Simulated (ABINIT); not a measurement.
Si:

```xyz
6
Lattice="2.8721 -5.9827 0.0000 2.8721 5.9827 0.0000 0.0000 0.0000 3.8469" Properties=species:S:1:pos:R:3 pbc="T T T"
Si    1.1850    2.3354    0.9617
Si    1.1850   -2.3354    2.8852
Si    4.5592    2.3354    0.9617
Si    4.5592   -2.3354    2.8852
Si    2.8721    0.6703    0.9617
Si    2.8721   -0.6703    2.8852
```

The cell was built by a generator and needn't be a form met in nature.

Program: ABINIT 10.8.3 (patched build). Alike in all runs: task single point; potentials or basis JTH PAW PBE v2.0; no spin polarisation; cell as given; k mesh 5 × 5 × 7; cutoff (eV) 490; smearing fermi-dirac 0.05 eV. Hardware: 4 MPI ranks on Arm Neoverse V1, with other jobs on the host.

Order these runs on this cell by their wall time, lowest first.
A. level SCAN
B. level WC
C. level r2SCAN

B (28 s), A (83 s), C (250 s).

Runs at the PBE level aren't shown here.
